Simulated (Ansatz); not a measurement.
MoS2, a slab with vacuum:

```xyz
12
Lattice="3.1837 0.0000 0.0000 -1.5919 2.7572 0.0000 0.0000 0.0000 34.4792" Properties=species:S:1:pos:R:3 pbc="T T T"
Mo    0.0000    1.8381    3.2257
Mo    0.0000    1.8381   24.8562
Mo    1.5919    0.9191    9.6231
Mo    1.5919    0.9191   31.2535
S     1.5919    0.9191    1.6738
S     1.5919    0.9191   23.3049
S     0.0000    1.8381    8.0712
S     0.0000    1.8381   29.7015
S     1.5919    0.9191    4.7777
S     1.5919    0.9191   26.4080
S     0.0000    1.8381   11.1743
S     0.0000    1.8381   32.8054
```

- Program: Ansatz 0.2.0
- Task: single point
- Functional: PBE
- Potentials or basis: all-electron LAPW, scalar-relativistic
- Cutoff: 262 eV (chosen from the basis error)
- Basis error allowed: 0.001 eV/atom
- k mesh: 10 × 10 × 1
- Occupations: fermi-dirac, width 0.05 eV
- Spin: no spin polarisation

On this cell: largest force 0.221 eV/Å; band gap on the k mesh 1.24 eV, indirect (least direct gap 1.87 eV).

The same run follows on a disturbed copy (atoms moved at random, drawn with an rms of 0.05 Å):

```
Mo S
1.0
     3.18372    0.00000    0.00000
    -1.59186    2.75718    0.00000
     0.00000    0.00000   34.47924
Mo S
4 8
Direct
  0.33316 0.67437 0.09329
  0.33496 0.67339 0.72135
  0.67294 0.35143 0.27968
  0.68250 0.35293 0.90571
  0.66339 0.33855 0.04908
  0.65473 0.34214 0.67619
  0.32906 0.66127 0.23545
  0.33351 0.66894 0.86176
  0.66852 0.33572 0.13970
  0.68024 0.34847 0.76503
  0.33940 0.65420 0.32433
  0.33840 0.66230 0.95154
```

What does the disturbed cell give?

The energy moves by +16.9 meV/atom; largest force 1.652 eV/Å; band gap on the k mesh 1.05 eV, indirect (least direct gap 1.70 eV).

Forces on the atoms (eV/Å):
```
Mo   0.072 -0.205  1.122
Mo  -0.182  0.333 -0.817
Mo   0.562 -1.542  0.185
Mo  -0.209 -1.130  0.983
S    0.055  0.076 -0.564
S    0.439 -0.081 -0.243
S   -0.040  0.689 -0.710
S    0.244  0.527 -0.792
S   -0.125  0.129 -0.569
S   -0.257 -0.252  0.996
S   -0.521  0.853  0.591
S   -0.037  0.603 -0.183
```

Stress tensor (GPa, compression positive):
```
 1.71 -0.06 -1.32
-0.06  0.66  0.14
-1.32  0.14  3.14
```

A k mesh can miss the band edges.
